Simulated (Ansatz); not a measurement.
## Rutile SnO2, size series (96 atoms): a short ab initio trajectory

Aim: follow rutile SnO2, size series (96 atoms) for a short time with forces from DFT, then look at structure and electrons in the last frame.

Calculated with Ansatz 0.2.0; Kohn-Sham DFT, PBE, PAW (set soft_2), plane waves.

### Step 1. The structure

The cell holds 96 atoms: 32 Sn and 64 O. Cell: a = 9.474 Å, b = 9.474 Å, c = 12.744 Å, α = 90.0°, β = 90.0°, γ = 90.0°. It derives from SnO2 (rutile), repeated 2×2×4. Rutile SnO2 (cell 4.737, 4.737, 3.186, 90, 90, 90), 2 x 2 x 4 conventional cells; ideal positions.

What the set-up can't give: The Brillouin zone is sampled at Γ only, in a cell whose shortest periodic width is 9 Å.

### Step 2. Dynamics started at 600 K

Without a thermostat the total energy must stay constant, which tests forces and time step. The time step is 1.0 fs.

File input.yaml:

```yaml
crystal:
  lattice:
    - [9.474, 0.0, 0.0]
    - [0.0, 9.474, 0.0]
    - [0.0, 0.0, 12.744]
  atoms:
    - { symbol: Sn, position: [0.0, 0.0, 0.0] }
    - { symbol: Sn, position: [0.25, 0.25, 0.125] }
    - { symbol: O, position: [0.1535, 0.1535, 0.0] }
    - { symbol: O, position: [0.3465, 0.3465, 0.0] }
    [... 86 atom lines left out ...]
    - { symbol: Sn, position: [0.5, 0.5, 0.75] }
    - { symbol: Sn, position: [0.75, 0.75, 0.875] }
    - { symbol: O, position: [0.6535, 0.6535, 0.75] }
    - { symbol: O, position: [0.8465, 0.8465, 0.75] }
    - { symbol: O, position: [0.5965, 0.9035, 0.875] }
    - { symbol: O, position: [0.9035, 0.5965, 0.875] }
kpoints:
  mp_grid: { grid: [1, 1, 1] }
hamiltonian:
  xc: pbe
scf:
  occupations: { method: fixed }
output:
  forces: true
  stress: true
md:
  timestep: 1.0
  n_steps: 150
  ensemble: nve
  temperature: 600
  initial_velocities: maxwell_boltzmann
  seed: 8427
```

The run is started by

```console
> ansatz run input.yaml --threads 4 --pin off --max-ram 8192MiB --backend cpu --events-out ev --progress --plain --runs-dir out
```

It took 27 min on 4 threads of Arm Neoverse V2, shared host; peak memory 1.9 GiB; 1.7 h of CPU time.

The program notes that the SCF threshold is loose for the stress and it switched symmetry off.

Rows from the run:

| time (fs) | T (K) | potential (meV/atom) | conserved (meV/atom) |
| --- | --- | --- | --- |
| 0.0 | 600 | 0.0 | 0.00 |
| 10.0 | 318 | 36.2 | 0.11 |
| 20.0 | 290 | 39.7 | 0.06 |
| 30.0 | 283 | 40.6 | 0.06 |
| 40.0 | 192 | 52.3 | 0.09 |
| 50.0 | 271 | 42.1 | 0.07 |
| 60.0 | 331 | 34.5 | 0.06 |
| 70.0 | 300 | 38.5 | 0.07 |
| 80.0 | 281 | 40.8 | 0.08 |
| 90.0 | 299 | 38.6 | 0.07 |
| 100.0 | 280 | 41.0 | 0.08 |
| 110.0 | 308 | 37.4 | 0.06 |
| 120.0 | 254 | 44.4 | 0.08 |
| 130.0 | 298 | 38.7 | 0.07 |
| 140.0 | 337 | 33.7 | 0.06 |
| 150.0 | 304 | 38.0 | 0.08 |

Mean square displacement from the first frame to the last: Sn 0.0069 Å², O 0.013 Å².

Mean square displacement against time lag:

```csv
time lag (fs),O (Å²),Sn (Å²)
1.0,4.8e-5,5.7e-6
4.0,7.6e-4,9.0e-5
7.0,0.00224,2.7e-4
10.0,0.00435,5.4e-4
13.0,0.00691,8.9e-4
16.0,0.00972,0.00131
19.0,0.0126,0.00179
22.0,0.0153,0.00231
25.0,0.0177,0.00287
28.0,0.0198,0.00345
31.0,0.0214,0.00405
34.0,0.0227,0.00466
38.0,0.0238,0.00546
41.0,0.0244,0.00605
44.0,0.0250,0.00663
47.0,0.0257,0.00719
50.0,0.0265,0.00773
53.0,0.0276,0.00825
56.0,0.0289,0.00874
59.0,0.0305,0.00921
62.0,0.0322,0.00966
65.0,0.0340,0.0101
68.0,0.0357,0.0105
71.0,0.0373,0.0108
75.0,0.0390,0.0112
```

Over the second half of 150 fs the temperature averages 294 K with swings of 23 K r.m.s. The conserved energy stays within 0.12 meV/atom. From first frame to last O has the largest mean square displacement, 0.013 Å² at the end; the farthest move is 0.24 Å. The mean temperature of 294 K lies well off the 600 K of the input: without a thermostat, part of the starting kinetic energy flows into potential energy (about half from a start near a minimum). The run spans 0.15 ps, too short for its means to be equilibrium values.

### Step 3. Structure statistics late in the run

The g(r) is a mean over the second half; what follows it is taken at the last frame.

Density 7.00 g/cm³, 11.92 Å³ an atom.

Mean of 14 frames. g(r), total and by pair (bins of 0.2 Å):

```
r (Å)  total   O-O  O-Sn  Sn-Sn
 1.90   0.48  0.00  1.07   0.00
 2.10   3.99  0.00  8.97   0.00
 2.30   0.02  0.00  0.04   0.00
 2.50   0.19  0.42  0.00   0.00
 2.70   0.68  1.52  0.00   0.00
 2.90   2.22  4.99  0.00   0.00
 3.10   0.99  1.79  0.00   1.79
 3.30   0.63  1.02  0.14   1.01
 3.50   0.73  0.52  1.03   0.33
 3.70   1.82  0.15  2.09   7.39
 3.90   0.50  0.03  0.96   0.55
 4.10   1.06  1.16  1.22   0.00
 4.30   0.80  0.08  1.71   0.00
 4.50   0.41  0.52  0.32   0.32
 4.70   1.60  1.48  1.77   1.43
 4.90   1.48  1.02  2.13   0.76
 5.10   0.91  1.77  0.27   0.03
 5.30   0.83  1.86  0.00   0.00
 5.50   0.69  0.88  0.54   0.49
 5.70   1.53  1.25  1.37   3.32
 5.90   1.26  1.09  0.99   3.01
 6.10   0.94  0.71  1.40   0.02
 6.30   0.65  0.26  1.07   0.56
 6.50   0.24  0.24  0.25   0.15
 6.70   0.95  1.21  0.62   1.25
 6.90   0.93  1.11  0.99   0.01
 7.10   1.16  0.62  1.97   0.00
 7.30   1.60  1.76  1.62   0.86
```

Bonds by pair of elements; cutoffs follow the first minimum of g(r), held within bounds set by covalent radii, and pairs that aren't listed don't count as bonded:

```
pair A-B  cutoff (Å)  bonds  mean length (Å)  spread (Å)  shortest (Å)  B about A  A about B
    O-Sn        2.52    192             2.06       0.047          1.94          3          6
```

How many atoms have how many bonded neighbours:

```csv
element,mean,3,6
O,3,64,0
Sn,6,0,32
```

Bond angles (no mean is given where the spread exceeds 20°):

```csv
angle,count,mean (°),spread (°)
O-Sn-O,480,-,-
Sn-O-Sn,192,120,13.3
```

Rings of the network by King's shortest-path rule, up to 12 atoms, one path for each pair of neighbours; H, halogens, alkali and alkaline-earth atoms are left out, and the last column divides by all other atoms, bonded or not:

```
ring size (atoms)  rings  per network atom
                4     32             0.333
                6    128              1.33
                8     91             0.948
```

For some of the pairs, g(r) has its first main peak near 2.89 Å (O-O) and 2.06 Å (O-Sn). With the cutoffs above, all O atoms have 3 and all Sn atoms have 6 bonded neighbours. Rings of 6 atoms are the most common (51 % of those counted); sizes run from 4 to 8.

### Step 4. Single point at the last frame

The last frame is solved once more, with the analyses that the dynamics left out.

File input.yaml:

```yaml
crystal:
  lattice:
    - [9.474, 0.0, 0.0]
    - [0.0, 9.474, 0.0]
    - [0.0, 0.0, 12.744]
  atoms:
    - { symbol: Sn, position: [0.00033, 0.99681, 0.99884] }
    - { symbol: Sn, position: [0.25138, 0.25639, 0.12065] }
    - { symbol: O, position: [0.14538, 0.15999, 0.99731] }
    - { symbol: O, position: [0.34656, 0.36134, 0.99718] }
    [... 86 atom lines left out ...]
    - { symbol: Sn, position: [0.5073, 0.50049, 0.75192] }
    - { symbol: Sn, position: [0.74982, 0.75357, 0.87554] }
    - { symbol: O, position: [0.66532, 0.64816, 0.74392] }
    - { symbol: O, position: [0.85111, 0.84578, 0.74795] }
    - { symbol: O, position: [0.58115, 0.89899, 0.87724] }
    - { symbol: O, position: [0.90146, 0.59935, 0.87224] }
kpoints:
  mp_grid: { grid: [1, 1, 1] }
hamiltonian:
  xc: pbe
scf:
  occupations: { method: fixed }
output:
  forces: true
  stress: true
  populations: true
  dos:
    method: { smearing: { sigma: 0.1 } }
    de: 0.1
    projected: { site_lists: { O: [O], Sn: [Sn] } }
  eigenvalues: true
  write_density: true
  write_potential: true
  volumetric_format: npy
  elf: true
```

Elapsed: 31 s, on 4 threads; peak memory 1.7 GiB; 2 min of CPU time.

The run gave:

```
free energy                                      : -229081.1639 eV
free energy per atom                             : -2386.2621 eV/atom
SCF cycles                                       : 8
pressure                                         : 11.46 GPa
r.m.s. force component                           : 0.7602 eV/Å
longest force                                    : 3 eV/Å
Fermi energy                                     : 9.614 eV
gap (highest filled to lowest empty level) : 1.165 eV
spilling of the projection                       : 0.005127
```

Length of the force by element:

```
element  coordination  atoms  mean length of the force (eV/Å)  spread   least  most
      O           all     64                             1.14   0.505  0.0827  3.00
     Sn           all     32                             1.37   0.489   0.411  2.25
```

Löwdin charges by element (they lack the spilled electrons, 0.044 e an atom on average):

| element | coordination | atoms | mean charge (e) | spread | least | most |
| --- | --- | --- | --- | --- | --- | --- |
| O | all | 64 | -0.810 | 0.0036 | -0.817 | -0.801 |
| Sn | all | 32 | 1.75 | 0.0118 | 1.73 | 1.78 |

States in the cell by windows of 1 eV, zero at the Fermi level; the larger projections on atomic orbitals stand beside the total:

| from (eV) | to (eV) | total | O p | Sn s | Sn p | O s |
| --- | --- | --- | --- | --- | --- | --- |
| -18 | -17 | 44.8 | 0.6 | 2.7 | 7.8 | 29.5 |
| -17 | -16 | 26.8 | 0.2 | 0.5 | 3.5 | 18.9 |
| -16 | -15 | 41.6 | 0.4 | 0.7 | 2.5 | 30.2 |
| -15 | -9 | 0.0 | 0.0 | 0.0 | 0.0 | 0.0 |
| -9 | -8 | 8.3 | 4.7 | 3.1 | 0.2 | 0.2 |
| -8 | -7 | 10.7 | 6.3 | 3.7 | 0.3 | 0.4 |
| -7 | -6 | 35.0 | 21.0 | 10.0 | 1.5 | 2.1 |
| -6 | -5 | 27.3 | 19.6 | 1.4 | 5.0 | 0.8 |
| -5 | -4 | 31.0 | 23.6 | 1.1 | 5.4 | 0.5 |
| -4 | -3 | 59.7 | 48.0 | 0.2 | 8.7 | 1.7 |
| -3 | -2 | 55.1 | 47.2 | 0.7 | 4.3 | 1.5 |
| -2 | -1 | 87.0 | 83.1 | 0.2 | 1.1 | 0.4 |
| -1 | 0 | 68.5 | 66.9 | 0.0 | 0.4 | 0.1 |
| 0 | 1 | 1.4 | 1.4 | 0.0 | 0.0 | 0.0 |
| 1 | 2 | 2.0 | 0.1 | 1.3 | 0.0 | 0.6 |
| 2 | 3 | 0.0 | 0.0 | 0.0 | 0.0 | 0.0 |
| 3 | 4 | 4.0 | 1.4 | 1.7 | 0.2 | 0.7 |
| 4 | 5 | 18.9 | 5.8 | 8.4 | 1.9 | 2.3 |

With fixed occupations the program's Fermi level is the highest filled level; weight inside the gap is the broadening of levels at its edges.

Between -22 and -18 eV lie 335 more states.

The levels nearest the highest filled one (over half full), pooled over k-points and spins:

| level less the highest filled one (eV) | occupation |
| --- | --- |
| -0.583 | 2 |
| -0.557 | 2 |
| -0.476 | 2 |
| -0.450 | 2 |
| -0.378 | 2 |
| 0 | 2 |
| 1.17 | 0 |
| 3.66 | 0 |
| 3.69 | 0 |
| 4.22 | 0 |
| 4.26 | 0 |
| 4.30 | 0 |

Mean Löwdin charges: O -0.81, Sn +1.75 e (they miss 0.51 % of the electrons, so they add up to more than the cell's charge). The largest share in the top eV of filled states is O p (99 % of the projected weight), and in the lowest eV of empty states Sn s (63 % of the projected weight).

### Step 5. Results

```
mean temperature, second half                                : 294.1 K
temperature swing, second half                               : 23.22 K
mean pressure, second half                                   : 11.46 GPa
slope of the conserved energy against time, by least squares : 0.037 meV/atom/ps
free energy per atom                                         : -2386.2621 eV/atom
density                                                      : 7.001 g/cm³
pressure                                                     : 11.46 GPa
r.m.s. force component                                       : 0.7602 eV/Å
gap (highest filled to lowest empty level)             : 1.165 eV
wall time of the 2 DFT runs                                  : 27 min
```

In words: Over the second half of 150 fs the temperature averages 294 K with swings of 23 K r.m.s. The conserved energy stays within 0.12 meV/atom. The mean temperature of 294 K lies well off the 600 K of the input: without a thermostat, part of the starting kinetic energy flows into potential energy (about half from a start near a minimum). The run spans 0.15 ps, too short for its means to be equilibrium values. With the cutoffs above, all O atoms have 3 and all Sn atoms have 6 bonded neighbours. The highest filled and lowest empty levels differ by 1.17 eV at Γ alone; the mesh holds the band edges only if they fold onto it, so the gap at this level can be narrower or closed, while semilocal functionals tend to narrow gaps against experiment.

**Limits.** The pressure of 11 GPa is that of one thermal frame at a volume set beforehand, without the kinetic term.

[Logs are printed without paths, hosts, clocks, repeated set-up lines and the standing remarks that a program may print on its own settings, such as how far it seeks lower states.]

[Hosts, paths, dates, database ids (printed as entryN), source tags and the programs' standing remarks are cut or masked in the printed files.]
